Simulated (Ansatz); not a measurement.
# Ga2O3 (C2/m) in Ansatz: settings compared, part 2 of 2

Ansatz 0.2.0. Earlier steps stand in the parts before.

## Step 4: Relaxation of cell and atoms, PBEsol+D4

The input, input.yaml:

```yaml
crystal:
  lattice:
    - [6.107, -1.51855, 0.0]
    - [6.107, 1.51855, 0.0]
    - [-1.3859888959, 0.0, 5.630008738]
  atoms:
    - { symbol: Ga, position: [0.34134, 0.34134, 0.68598] }
    - { symbol: Ga, position: [0.65866, 0.65866, 0.31402] }
    - { symbol: Ga, position: [0.9095, 0.9095, 0.2054] }
    - { symbol: Ga, position: [0.0905, 0.0905, 0.7946] }
    - { symbol: O, position: [0.5041, 0.5041, 0.7434] }
    - { symbol: O, position: [0.4959, 0.4959, 0.2566] }
    - { symbol: O, position: [0.8267, 0.8267, 0.4368] }
    - { symbol: O, position: [0.1733, 0.1733, 0.5632] }
    - { symbol: O, position: [0.8355, 0.8355, 0.8902] }
    - { symbol: O, position: [0.1645, 0.1645, 0.1098] }
hamiltonian:
  xc: pbesol
  pseudopotentials: { kind: paw }
  dispersion: d4
kpoints:
  mp_grid: { grid: [9, 9, 5] }
scf:
  occupations: { method: fermi_dirac, width: 0.05 }
output:
  forces: true
  stress: true
  write_density: true
  write_potential: true
  elf: true
  volumetric_format: npy
relax:
  f_tol: 0.01
  max_steps: 40
  cell: { stress_tol: 0.05 }
```

Potentials or basis: Ansatz PAW.

Launch:

```console
> ansatz run input.yaml --threads 4 --pin off --max-ram 11264MiB --backend cpu --events-out ev --progress --plain --runs-dir out
```

Log:

```text
Warning: RAYON_NUM_THREADS=4 ignored (pool sized by the plan → 4); use --threads N
basis.fft_grid_basis auto: the FFT boxes are laid along the combinations [[1, -1, 0], [0, 1, 0], [0, 0, 1]] of the cell's own vectors, 3.037, 6.293 and 5.798 Å long. The dense box has 24×45×40 points. Along the cell's own vectors, as sized, it would have 45×45×40, 1.88 times as many. Of the 4 symmetry operations that the crystal satisfies within crystal.symmetry.tolerance (time reversal apart; of a slab, those that keep its plane) the dense box along the cell's own vectors carries 4, and the one as laid loses 2 of those. basis.fft_grid_basis: typed keeps the cell's own vectors: state it where this run's energies or levels are differenced outside the engine with another run's, or held beside a run that keeps those vectors. Those combinations have planes normal to reciprocal vector 3, as the cell's own vectors have. Each planar average written beside output.write_density, output.write_potential has a row for each plane of the box: 40. The volumetric files lie along those combinations, not along the cell's own vectors: a cube or XSF file states them, and fields.json those of NumPy files.
Engine: ansatz 0.2.0, x86_64-unknown-linux-gnu
Pseudopotentials: kind: paw
Pseudopotential: Ga, paw, valence charge 13, recommended cutoff 420 eV (normal), Ga.paw.azcp
Pseudopotential: O, paw, valence charge 6, recommended cutoff 420 eV (normal), O.paw.azcp
Functional definition: PBEsol
  exchange = pbesol_x
  correlation = pbesol_c
Crystal: 10 atoms, lattice volume = 104.423 Å³
Basis set: ecut = 420 eV, 2037 PW (Γ), FFT grids on a1−a2, a2, a3, exchange–correlation on 48×90×80 points (8 copies of the dense FFT grid, shifted against one another)
Bands: 54, of which v1, the nominal top of the filled ones, is band 44 counted from 1 (43 counted from 0)
Symmetry: 4 space group operations
Space group: C2/m (ITA 12), of the structure as read, at distance tolerance 4.7e-5 Å
[... 121 lines left out ...]
  k-point 1: bands = ["-10.7086", "-9.7117", "-9.5458", "-9.3690", "-9.0136", "-8.8851", "-4.7748", "-4.7515", "-4.7457", "-4.6978", "-4.6353", "-4.5698", "-4.5377", "-4.5181", "-4.4720", "-4.3668", "-4.3567", "-4.3435", "-4.3307", "-4.2745", "-4.2604", "-4.2564", "-4.2006", "-4.0922", "-4.0583", "-3.7695", "1.2369", "2.3199", "3.1120", "3.9433", "4.6424", "5.4488", "5.6990", "5.8253", "6.0929", "6.1585", "6.3279", "6.5404", "6.9948", "7.4003", "7.4819", "7.5644", "7.7337", "7.8963", "11.1601", "13.9453", "14.6942", "14.9454", "15.6663", "16.7706", "17.2321", "17.8735", "19.5936", "20.5053"]
  k-point 2: bands = ["-10.5407", "-9.9569", "-9.5550", "-9.2954", "-9.0545", "-8.8756", "-4.7528", "-4.7483", "-4.7480", "-4.7077", "-4.6837", "-4.6360", "-4.5113", "-4.4802", "-4.4740", "-4.3983", "-4.3931", "-4.3488", "-4.3253", "-4.2971", "-4.2582", "-4.2204", "-4.1989", "-4.1211", "-4.0464", "-3.6397", "1.7397", "2.4059", "2.9146", "3.8445", "4.8956", "5.4208", "5.5364", "5.9009", "6.0544", "6.1039", "6.2370", "6.5629", "6.6702", "6.8238", "7.4763", "7.4990", "7.6504", "7.8533", "12.3480", "13.4828", "14.7903", "15.2048", "15.7632", "16.0793", "17.7553", "18.0248", "19.8068", "19.8984"]
  k-point 114: bands = ["-10.2932", "-9.8947", "-9.6729", "-9.3258", "-9.1055", "-8.8296", "-4.7733", "-4.7495", "-4.7089", "-4.7035", "-4.6580", "-4.6439", "-4.5430", "-4.5107", "-4.4789", "-4.4502", "-4.4239", "-4.4112", "-4.3233", "-4.3039", "-4.2632", "-4.2385", "-4.2057", "-4.1414", "-3.6565", "-3.4394", "2.1683", "2.5465", "3.0784", "3.5642", "4.3680", "4.6515", "5.1367", "5.2786", "5.5491", "5.7192", "6.1597", "6.6020", "7.0367", "7.0860", "7.3684", "7.5950", "7.6142", "8.1481", "13.4294", "13.8880", "14.4838", "15.0018", "15.4649", "16.2263", "17.9746", "18.4180", "19.5827", "19.9447"]
--- Relaxed structure (5 steps of the walk, 5 accepted, 1 SCFs on fresh bases) ---
  F+E_penalty+E_count = -18343.61277487 eV   max|allowed force component| = 2.048e-3 eV/Å   (the final SCF, on the basis selected at the relaxed cell)
  cell:  # Å, volume = 103.9875 Å³
    - [6.094401902512968, -1.5172849281251868, 0.005265287736561802]
    - [6.094401902512968, 1.5172849281251868, 0.005265287736561803]
    - [-1.3782757078876502, 2.796157338764281e-18, 5.621613555900714]
  atoms:
    - { symbol: Ga, position: [0.3410187191147953, 0.3410187191147953, 0.6858600145740252] }
    - { symbol: Ga, position: [0.6589812808852049, 0.6589812808852049, 0.314139985425975] }
    - { symbol: Ga, position: [0.9089442341447732, 0.9089442341447732, 0.20413903226665364] }
    - { symbol: Ga, position: [0.0910557658552267, 0.0910557658552267, 0.7958609677333465] }
    - { symbol: O, position: [0.5037309427447165, 0.5037309427447165, 0.7452378225454932] }
    - { symbol: O, position: [0.4962690572552834, 0.4962690572552834, 0.2547621774545068] }
    - { symbol: O, position: [0.8272715021083833, 0.8272715021083833, 0.43853788080029404] }
    - { symbol: O, position: [0.17272849789161665, 0.17272849789161665, 0.5614621191997063] }
    - { symbol: O, position: [0.8329701692711672, 0.8329701692711672, 0.8904172156880734] }
    - { symbol: O, position: [0.16702983072883304, 0.16702983072883304, 0.10958278431192672] }
```

rho_z.tsv:

```text
# z_ang	rho[e/angstrom^3]
# format = ansatz-planar-average/11
# lattice	6.094401903	-1.517284928	0.005265288
# lattice	6.094401903	1.517284928	0.005265288
# lattice	-1.378275708	0.000000000	5.621613556
# sites	10
# site	31	3.211306064	0.000000000	3.859231079
# site	31	7.599222033	-0.000000000	1.772913053
# site	31	10.797583070	-0.000000000	1.157162457
# site	31	0.012945027	-0.000000000	4.474981674
# site	8	5.112734444	-0.000000000	4.194743622
# site	8	5.697793653	0.000000000	1.437400509
# site	8	9.479023925	-0.000000000	2.474002140
# site	8	1.331504173	0.000000000	3.158141991
# site	8	8.925669550	-0.000000000	5.014353145
# site	8	1.884858547	0.000000000	0.617790986
0.000000	2.660871e-1
0.144703	2.917463e-1
0.289405	3.603553e-1
0.434108	4.520865e-1
0.578811	5.500984e-1
0.723513	6.721765e-1
0.868216	8.836598e-1
1.012919	1.202294e0
1.157621	1.444181e0
1.302324	1.414732e0
1.447027	1.264937e0
1.591729	1.274972e0
1.736432	1.386928e0
1.881135	1.305551e0
2.025837	9.987123e-1
2.170540	7.177195e-1
2.315243	5.942580e-1
2.459945	5.696634e-1
2.604648	5.671151e-1
2.749351	5.616125e-1
2.894054	5.585341e-1
3.038756	5.616125e-1
3.183459	5.671151e-1
3.328162	5.696634e-1
3.472864	5.942580e-1
3.617567	7.177195e-1
3.762270	9.987123e-1
3.906972	1.305551e0
4.051675	1.386928e0
4.196378	1.274972e0
4.341080	1.264937e0
4.485783	1.414732e0
4.630486	1.444181e0
4.775188	1.202294e0
4.919891	8.836598e-1
5.064594	6.721765e-1
5.209296	5.500984e-1
5.353999	4.520865e-1
5.498702	3.603553e-1
5.643404	2.917463e-1
```

v_z.tsv:

```text
# z_ang	v_es[eV]	v_tot[eV]
# format = ansatz-planar-average/11
# xc	pbesol
# density_cutoff_ev	1680
# datasets	Ga=:simpson_from_first_knot:soft:shift=-1252651	O=:simpson_from_first_knot:soft:shift=-234619
# lattice	6.094401903	-1.517284928	0.005265288
# lattice	6.094401903	1.517284928	0.005265288
# lattice	-1.378275708	0.000000000	5.621613556
# sites	10
# site	31	3.211306064	0.000000000	3.859231079
# site	31	7.599222033	-0.000000000	1.772913053
# site	31	10.797583070	-0.000000000	1.157162457
# site	31	0.012945027	-0.000000000	4.474981674
# site	8	5.112734444	-0.000000000	4.194743622
# site	8	5.697793653	0.000000000	1.437400509
# site	8	9.479023925	-0.000000000	2.474002140
# site	8	1.331504173	0.000000000	3.158141991
# site	8	8.925669550	-0.000000000	5.014353145
# site	8	1.884858547	0.000000000	0.617790986
0.000000	1.139203e1	2.383245e0
0.144703	1.083756e1	1.749315e0
0.289405	9.518261e0	1.340460e-1
0.434108	7.956343e0	-1.912747e0
0.578811	6.511152e0	-3.960530e0
0.723513	5.395234e0	-5.719746e0
[... 32 lines left out ...]
5.498702	9.518261e0	1.340460e-1
5.643404	1.083756e1	1.749315e0
```

Wall time 80 s (4 threads of Intel Xeon at 2.70GHz, shared host); peak memory 0.84 GiB.

What came out:

```
Free energy                            : -18343.6128 eV
Relaxed volume                         : 10.40 Å³/atom
Relaxed cell                           : a = 6.280 Å, b = 6.280 Å, c = 5.788 Å, α = 103.31°, β = 103.31°, γ = 27.96°
Space group after relaxing (to 0.05 Å) : C2/m (No. 12)
Energy gained by relaxing              : 0.5 meV/atom
Ionic steps                            : 6
Pressure after relaxing                : 0.0 GPa
Band gap on the k mesh                 : 2.35 eV, indirect (least direct gap 2.36 eV)
```

Forces in eV/Å, atoms in the order of the input:
```
Ga   0.000  0.000 -0.002
Ga   0.000  0.000  0.002
Ga  -0.001  0.000  0.000
Ga   0.001  0.000  0.000
O    0.000  0.000  0.000
O    0.000  0.000  0.000
O    0.002  0.000 -0.001
O   -0.002  0.000  0.001
O    0.000  0.000  0.002
O    0.000  0.000 -0.002
```

The path:
| step | energy change (eV) | largest force (eV/Å) | volume (Å³) |
| --- | --- | --- | --- |
| 1 | 0.0000 | 0.1118 | 104.42 |
| 2 | -0.0047 | 0.0732 | 104.15 |
| 3 | -0.0064 | 0.0329 | 104.01 |
| 4 | -0.0067 | 0.0122 | 103.99 |
| 5 | -0.0068 | 0.0020 | 103.99 |
| 6 | -0.0046 | 0.0023 | 103.99 |

Final structure:
```
CELL_PARAMETERS angstrom
6.09440 -1.51728 0.00527
6.09440 1.51728 0.00527
-1.37828 0.00000 5.62161
ATOMIC_POSITIONS crystal
Ga 0.34102 0.34102 0.68586
Ga 0.65898 0.65898 0.31414
Ga 0.90894 0.90894 0.20414
Ga 0.09106 0.09106 0.79586
O 0.50373 0.50373 0.74524
O 0.49627 0.49627 0.25476
O 0.82727 0.82727 0.43854
O 0.17273 0.17273 0.56146
O 0.83297 0.83297 0.89042
O 0.16703 0.16703 0.10958
```

Caveat: odd divisions of the mesh miss points on the zone boundary, where band edges often lie, so the gap on the mesh can be too wide; the plane-wave basis is chosen anew once the cell has moved, so the energies of steps on either side of that aren't comparable; the pressure holds a Pulay correction of +0.8 GPa for the finite cutoff; the PAW data sets come from PBE, with cores solved anew for the run's functional, which leaves a small shift of forces and pressure. A k mesh can miss the band edges.

## Step 5: Overview

| level | gap on the mesh (eV) | pressure (GPa) | relaxed volume (Å³/atom) |
| --- | --- | --- | --- |
| LDA | 2.51 | 0.0 | 10.22 |
| RPBE | 1.90 | 0.0 | 11.28 |
| PBEsol+D4 | 2.35 | 0.0 | 10.40 |

Alike in all rows: task relaxation of cell and atoms; potentials or basis Ansatz PAW; no spin polarisation; cell relaxed; k mesh 9 × 9 × 5; cutoff (eV) 420; smearing fermi-dirac 0.05 eV.

Caveats: odd divisions of the mesh miss points on the zone boundary, where band edges often lie, so the gap on the mesh can be too wide; the plane-wave basis is chosen anew once the cell has moved, so the energies of steps on either side of that aren't comparable; the PAW data sets come from PBE, with cores solved anew for the run's functional, which leaves a small shift of forces and pressure.

Total energies depend on the potentials used, so only differences within one code and one set of settings carry meaning.
